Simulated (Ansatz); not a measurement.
Structure from Materials Project entry mp-23259 (possibly hypothetical), not relaxed further.

LiBr: DFT, r2SCAN, PAW with Ansatz's default frozen-core files, scalar-relativistic (Ansatz 0.2.0).

Command: `ansatz run input.yaml --threads 1 --pin off --max-ram 2048MiB --backend cpu --events-out ev --progress --plain --runs-dir out` The run took 13 s on 1 thread of Arm Neoverse V2 (shared host).

```yaml
crystal:
  lattice:
    - [0.0, 2.7226905798, 2.7226905798]
    - [2.7226905798, 0.0, 2.7226905798]
    - [2.7226905798, 2.7226905798, 0.0]
  atoms:
    - { symbol: Li, position: [0.0, 0.0, 0.0] }
    - { symbol: Br, position: [0.5, 0.5, 0.5] }
kpoints:
  mp_grid: { grid: [10, 10, 10] }
  band_path:
    path:
      - [0.0, 0.0, 0.0]
      - [0.5, 0.0, 0.5]
      - [0.625, 0.25, 0.625]
      - [0.375, 0.375, 0.75]
      - [0.0, 0.0, 0.0]
      - [0.5, 0.5, 0.5]
      - [0.5, 0.25, 0.75]
      - [0.5, 0.0, 0.5]
    npoints: 14
scf:
  occupations: { method: fermi_dirac, width: 0.03 }
hamiltonian:
  xc: r2scan
  pseudopotentials: { kind: paw }
output:
  forces: true
  stress: true
  eigenvalues: true
  efg: { contact_densities: true }
  populations: true
  bader: true
  dos: { projected: true, de: 0.2, e_range: [-14, 8] }
  write_density: true
  write_potential: true
  elf: true
  volumetric_format: npy
```

Output:

```
Engine: ansatz 0.2.0
Pseudopotentials: kind: paw
Pseudopotential: Li, paw, valence charge 3, recommended cutoff 500 eV (meta_gga)
Pseudopotential: Br, paw, valence charge 7, recommended cutoff 500 eV (meta_gga)
Functional definition: r2SCAN
  parameter k0 = 0.174
  parameter k1 = 0.065
  parameter a1 = 4.9479
  exchange = r2scan_x(k0 = k0, k1 = k1, a1 = a1)
  correlation = r2scan_c
Crystal: 2 atoms, lattice volume = 40.367 Å³
Basis set: ecut = 500 eV, 965 PW (Γ), exchange–correlation on 120×120×120 points (64 copies of the dense FFT grid, shifted against one another)
Bands: 9, of which v1, the nominal top of the filled ones, is band 5 counted from 1 (4 counted from 0)
Symmetry: 48 space group operations
Space group: Fm-3m (ITA 225), of the structure as read, at distance tolerance 3.4e-5 Å
k-points: 47 of 1000
Non-local potential: Li, projectors of the file, l = 0: 3, l = 1: 2, l = 2: 1
Non-local potential: Br, projectors of the file, l = 0: 2, l = 1: 2, l = 2: 2
PAW form: soft (Blöchl's): semilocal exchange-correlation on the pseudo side does not see the compensation charge
PAW frozen core: Br, regenerated for the run's functional (the file was generated under x = pbe(κ = 0.804, μ = 0.2195149727645171), c = pbe(β = 0.06672455060314922))
PAW one-centre angular grid: Li, 302 points (default); XC on 327 of its mesh's 2665 points in the sphere
PAW one-centre angular grid: Br, 302 points (default); XC on 160 Gauss nodes
Initial density: superposition of atomic densities (neutral atoms: chi_scale 0, normalization atom), corrected by the library's trained network
Initial wavefunctions: pseudopotential atomic-orbital guess
Functional: x = r2scan, c = r2scan; τ floored in thin density (d = 2e-4 eV/Å³)
SCF iter   1: F=—  HF=-3001.443276 eV  |F-HF|=—  |Δ(HF+E_count)|=         —  Δρ=2.45e-3  dr2=3.07e-3  dr2_τ=2.97e-3  ethr=1.77e-3  ⟨swp⟩=7.5  Hψ=3367  notcnv=0
preconditioner: auto → none  [insulator: Δε(μ)=5.971 eV  Ē_g=14.093 eV  σ=0.030 eV  W_gap=1.00  n_scr=8 (ndim 8)  ℏωp=16.5 eV  f_vac=0.000  D(μ)=0.00/eV (n_scr^D=0)  ε∞_Penn≈2.4]
SCF iter   2: F=—  HF=-3001.462204 eV  |F-HF|=—  |Δ(HF+E_count)|=   1.89e-2  Δρ=1.15e-3  dr2=4.35e-4  dr2_τ=3.15e-5  ethr=3.07e-5  ⟨swp⟩=2.0  Hψ=1180  notcnv=0
SCF iter   3: F=—  HF=-3001.462412 eV  |F-HF|=—  |Δ(HF+E_count)|=   2.08e-4  Δρ=2.06e-4  dr2=1.54e-5  dr2_τ=2.49e-6  ethr=4.35e-6  ⟨swp⟩=3.0  Hψ=816  notcnv=0
SCF iter   4: F=—  HF=-3001.462422 eV  |F-HF|=—  |Δ(HF+E_count)|=   1.06e-5  Δρ=2.27e-5  dr2=1.34e-7  dr2_τ=1.30e-8  ethr=1.54e-7  ⟨swp⟩=2.5  Hψ=683  notcnv=0
iter 5 did not close the SCF: its close was put off for the readings that it lacked (scf_convergence_deferred on its scf_iter line)
SCF iter   5: F=-3001.462422 eV  HF=-3001.462422 eV  |F-HF|=8.47e-9  |Δ(HF+E_count)|=   1.18e-7  Δρ=3.34e-6  dr2=4.98e-9  dr2_τ=4.58e-10  ethr=1.34e-9  ⟨swp⟩=2.0  Hψ=565  notcnv=0
SCF iter   6: F=-3001.462422 eV  HF=-3001.462422 eV  |F-HF|=1.29e-10  |Δ(HF+E_count)|=   9.73e-9  Δρ=1.07e-6  dr2=7.97e-10  dr2_τ=2.84e-11  ethr=4.98e-11  ⟨swp⟩=5.5  Hψ=2201  notcnv=0
SCF 1 converged in 6 iterations: F = -3001.462422 eV  dr2 = 7.97e-10
  greatest PAW one-centre occupation: 0.999 electrons in one spin orbital (limit 2), on the Li atom at site 0 (counted from 0), in its partial waves of l = 0
NSCF: frozen V_eff on 99 k-points
SCF converged after 6 iterations
Free energy (F): -3001.462422 eV
Harris-Foulkes:  -3001.462422 eV  (|F-HF|=1.29e-10)
Internal energy: -3001.462422 eV  (E = F + TS)
E sigma→0 (E₀):  -3001.462422 eV
Fermi energy:    4.979251 eV
--- Per-component energies (eV) ---
  E_band       = -107.060533
  E_kinetic    = 156.909898
  E_local      = -307.089590  (includes V_loc(G=0)·N_el)
  E_nonlocal   = 36.779165
  E_hartree    = 78.604802
  E_xc         = -262.420748
  E_vxc        = -130.993986  (∫ρ·V_xc dr)
  E_paw        = -2291.973558  (= ΣΔE_a)
  E_vpaw       = -26.571447  (= ΣTr[D̂ρ^β])
  E_aug_tail   = -0.000095  (compensation charges beyond the density's cutoff)
  E_vtau       = 6.696195  (kinetic-family band-sum trace: ∫τ·v_τ [+ j·A + Jᵃ·Aᵃ] dr)
  E_ewald      = -412.114104
  E_core_change = -0.158194  (= ΣΔE_core)
  E_smearing   = -0.000000  (= −TS)
  E_closure    = 0.000000  (closes the sum)
  Σ components = -3001.462422   (vs F -3001.462422, Δ=0.00e0)
--- Forces (eV/Å), atoms counted from 1 ---
  atom   1  Li    -0.00000000     0.00000000    -0.00000000
  atom   2  Br     0.00000000    -0.00000000     0.00000000
  max |Σ_I F_I| component: 1.98e-29 eV/Å
--- Stress (GPa, compression-positive) ---
        0.553712       0.000000       0.000000
       -0.000000       0.553712      -0.000000
       -0.000000      -0.000000       0.553712
  P = ⅓ Tr σ = 0.5537 GPa (5.537 kbar)
--- PAW observables at the nuclei: V_zz in 10²¹ V/m², potentials from the cell's mean, atoms counted from 1 ---
  atom   1  Li V_zz =    +0.000000   η = 0.0000   by run symmetry: forbidden
            electrostatic potential = -166.499318 V   contact ρ = 93.860186 e/Å³
  atom   2  Br V_zz =    -0.000000   η = 0.0000   by run symmetry: forbidden
            electrostatic potential = -4905.721714 V   contact ρ = 292993.677998 e/Å³
--- Band table (eV; the first three rows and the last of 47) ---
  k-point 0: bands = ["-43.6783", "-12.0591", "1.9456", "1.9456", "1.9456", "7.9171", "13.1957", "13.1957", "13.1957"]
  k-point 1: bands = ["-43.6782", "-12.0127", "1.5443", "1.9145", "1.9145", "8.2818", "12.6650", "13.2198", "13.2198"]
  k-point 2: bands = ["-43.6779", "-11.8869", "0.6659", "1.8363", "1.8363", "8.8068", "12.3692", "12.4836", "12.4836"]
  k-point 46: bands = ["-43.6767", "-11.3096", "-0.5818", "-0.0333", "0.7349", "10.3518", "11.4627", "12.1464", "13.0697"]
--- Löwdin populations: 2 sites ---
  site symbol       q [e]
     0     Li      2.3666
     1     Br      7.5767
  spilling = 0.005668 (of n_electrons = 10.000000)
--- Bader charges: 2 sites ---
  site symbol  charge [e]  shift [e]
     0     Li      0.9114     0.0004
     1     Br     -0.9114     0.0004
  estimated error of the sums over rays = 2.8e-5 e
```

populations.tsv:

```
# site	symbol	l	j	q
# orbitals = lowdin
# n_electrons = 10.000000
# spilling = 0.005668
0	Li	0_1S	-	1.985841
0	Li	0_2S	-	0.380731
1	Br	0_4S	-	1.840879
1	Br	1_4P	-	5.735865
```

bader_charges.tsv:

```
# site	symbol	x_ang	y_ang	z_ang	partial_charge_e	electrons	volume_ang3	relative_density_drop	shared_charge_e	partial_wave_shift_e
# quadrature_error_electrons = 2.8e-5
0	Li	0.0000	0.0000	0.0000	0.91139	2.08861	3.84	-	0.91139	0.00043
1	Br	2.7227	2.7227	2.7227	-0.91139	35.91139	36.52	-	-0.91139	0.00043
```
